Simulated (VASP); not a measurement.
**SnO2 in VASP: how settings move the PBE single point**

The PBE single point of SnO2 in the fluorite structure is repeated with altered inputs. Which of them can be trusted? This is a trial cell built on a prototype, not taken from a measured structure, and it needn't be the compound's ground state.

Code: VASP 6.6.1. PAW datasets, plane waves. No spin polarisation. The prototype was imposed, so other structures may be more stable.

### Step 1. The system as given

The cell comes from an earlier relaxation with r2SCAN in another program.

Space group Fm-3m (No. 225), cubic; a = 5.067 Å in the conventional setting, 10.84 Å³ an atom. Around Sn lie 8 O at 2.19 Å; around O lie 4 Sn at 2.19 Å.

Coordinates:

```cif
data_structure
_symmetry_space_group_name_H-M 'P 1'
_symmetry_Int_Tables_number 1
_cell_length_a 3.5829
_cell_length_b 3.5829
_cell_length_c 3.5829
_cell_angle_alpha 60.000
_cell_angle_beta 60.000
_cell_angle_gamma 60.000
_cell_volume 32.52
loop_
_atom_site_label
_atom_site_type_symbol
_atom_site_fract_x
_atom_site_fract_y
_atom_site_fract_z
_atom_site_occupancy
Sn1 Sn 0.00000 0.00000 0.00000 1
O1 O 0.25000 0.25000 0.25000 1
O2 O 0.75000 0.75000 0.75000 1
```

### Step 2. Baseline

Contents of INCAR:

```
ENCUT = 520.000000
SIGMA = 0.020000
EDIFF = 1.00e-07
GGA = PE
PREC = Accurate
IBRION = -1
ISIF = 2
ISMEAR = -1
NBANDS = 20
NELM = 120
NSW = 0
LASPH = .TRUE.
LCHARG = .FALSE.
LWAVE = .FALSE.
LREAL = .FALSE.
```

Contents of KPOINTS:

```
KPOINTS created by Atomic Simulation Environment
0
Gamma
8 8 8
0 0 0
```

Contents of POSCAR:

```
Sn O
 1.0000000000000000
     0.0000000000000000    2.5334669720086236    2.5334669720086236
     2.5334669720086236    0.0000000000000000    2.5334669720086236
     2.5334669720086236    2.5334669720086236    0.0000000000000000
 Sn  O
   1   2
Cartesian
 -0.0000000000000000  0.0000000000000000  0.0000000000000000
  1.2667334860043118  1.2667334860043118  1.2667334860043118
  3.8002004580129354  3.8002004580129354  3.8002004580129354
```

A file KPOINTS_OPT adds named points for the levels; it doesn't enter the self-consistent loop.

Potentials: the recommended PBE PAW datasets, 26 valence electrons.

Command:

```sh
$ mpirun -np 1 vasp_std
```

### Step 3. Variant 1

Edit INCAR of step 2 so:

```diff
@@ -9,3 +9,2 @@
 NBANDS = 20
-NELM = 120
 NSW = 0
@@ -15 +14,3 @@
 LREAL = .FALSE.
+ALGO = Fast
+NELM = 73
```

KPOINTS is that of step 2.

POSCAR is that of step 2.

### Step 4. Variant 2

Contents of INCAR:

```
SIGMA = 0.020000
EDIFF = 1.00e-07
GGA = PE
PREC = Accurate
IBRION = -1
ISIF = 2
ISMEAR = -1
NBANDS = 20
NSW = 0
LASPH = .TRUE.
LCHARG = .FALSE.
LWAVE = .FALSE.
LREAL = .FALSE.
ENCUT = 450
NELM = 83
```

KPOINTS is that of step 2.

POSCAR is that of step 2.

### Step 5. Variant 3

Edit INCAR of step 2 so:

```diff
@@ -9,3 +9,2 @@
 NBANDS = 20
-NELM = 120
 NSW = 0
@@ -15 +14,4 @@
 LREAL = .FALSE.
+NELM = 73
+ALGO = Damped
+TIME = 4.0
```

KPOINTS is that of step 2.

POSCAR is that of step 2.

**Question.** What will these runs give? Wanted: for each run, changed; ending; energy change; pressure; electronic steps; usable.

As calculated:

| run | changed | ending | energy change (meV/atom) | pressure (GPa) | gap on the mesh (eV; negative: overlap) | electronic steps | time | usable |
| --- | --- | --- | --- | --- | --- | --- | --- | --- |
| ref. | – | converged | 0 | 10.0 | 0.28 | 14 | 10 s | yes |
| 1 | ALGO = Fast, NELM = 73 | converged | 0.0 | 10.0 | 0.28 | 17 | 13 s | yes |
| 2 | ENCUT = 450, NELM = 83 | converged | -3.0 | 8.7 | 0.28 | 13 | 8.8 s | yes |
| 3 | ALGO = Damped, TIME = 4 | not converged | – | – | – | 73 | 32 s | no |

**Reading.** Of 3 altered inputs, 1 gave no result, 2 gave usable results. Among the usable ones with comparable energies, «ENCUT = 450, NELM = 83» moves the energy most, by -3.0 meV/atom.
